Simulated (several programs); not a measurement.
PbSe (h-MgO type) from semi-empirical methods to plane-wave DFT

PbSe, h-MgO type, relaxed with r2SCAN in Ansatz, was computed with several methods. It is hexagonal, P6_3/mmc (No. 194); conventional cell a = 5.174 Å, c = 6.213 Å, 36.01 Å³ an atom. Pb is surrounded by 5 Se at 2.99–3.11 Å; Se is surrounded by 5 Pb at 2.99–3.11 Å. No spin polarisation. The prototype was imposed, so other structures may be more stable.

```
Pb Se
1.0
     5.17413    0.00000    0.00000
    -2.58707    4.48093    0.00000
     0.00000    0.00000    6.21328
Pb Se
2 2
Direct
  0.33333 0.66667 0.25000
  0.66667 0.33333 0.75000
  0.66667 0.33333 0.25000
  0.33333 0.66667 0.75000
```

Gaps and times are for a single point on this cell; volume and bulk modulus come from each method's own relaxation or energy curve at fixed shape, which is too stiff where a cell has free coordinates or axes. Times are rough, from shared hosts (Arm Neoverse V1; Intel Xeon 6975P-C), and each method has its own mesh and cell size. A double dagger marks a value from a curve with shape and coordinates held. PM6 (MOPAC), PM7 (MOPAC), GFN1-xTB (tblite), GFN2-xTB (tblite) treat a cluster of cells at its zone centre, which samples few k points: where these miss a band edge, the gap comes out too large for that reason alone. Gaps from k meshes are read at a limited set of points (mesh, symmetry points, PBE's band edges), so each method's own least gap may be somewhat smaller. xTB and the PM methods were fitted mostly to molecules, and can miss a solid's gap by electronvolts. Minimal bases can be far off for gaps. Times of the plane-wave ladder aren't listed, since it ran on unlike processors and cards. GLLB-SC's gap includes the derivative discontinuity. G0W0 is at finite bands, cutoff and mesh. d marks a direct gap, i an indirect one (no mark: not told apart), a dash a value that wasn't computed or didn't pass its checks.

```tsv
method	kind	gap (eV)	own volume (Å³/atom)	bulk modulus (GPa)	atoms computed	processor time
PBEsol	semilocal	–	34.89	–	4	–
GFN1-xTB (tblite)	tight binding	1.92	–	–	cluster	0.96 s
PM7 (MOPAC)	semi-empirical	5.17	–	–	cluster	1.2 s
PM6 (MOPAC)	semi-empirical	4.18	–	–	cluster	1.3 s
GFN2-xTB (tblite)	tight binding	3.57	–	–	cluster	1.8 s
light PBE (260 eV and a coarse mesh)	light plane-wave	1.16 d	–	–	4	1.9 s
PBE/SZV (CP2K)	small basis	1.10 d	37.92‡	40‡	4	6.8 s
PBE	semilocal	1.16 d	36.75	36‡	4	–
PBE/single zeta (GPAW)	small basis	1.12 d	–	–	4	13 s
LDA	semilocal	1.04 d	–	–	4	–
PBE/DZVP (CP2K)	small basis	1.12 d	36.72‡	36‡	4	13 s
r2SCAN	semilocal	1.48 d	36.01	40‡	4	–
GLLB-SC (GPAW)	model potential	2.16	–	–	4	86 s
PBE+SOC	semilocal	0.38 d	–	–	4	–
G0W0@PBE (140 eV screening cutoff)	many-body	1.57	–	–	4	–
```

Against r2SCAN (1.48 eV) and with closed or daggered gaps left aside, the nearest gap at the points sampled is that of G0W0@PBE (140 eV screening cutoff) (+0.09 eV) and the farthest that of PM7 (MOPAC) (+3.69 eV). r2SCAN is only a yardstick of convenience: semilocal gaps usually lie below measured ones, which GLLB-SC and hybrids aim to mend.

Volumes against r2SCAN's: PBEsol -3.1 %, PBE +2.0 %.

Only the rows marked +SOC include spin-orbit coupling.
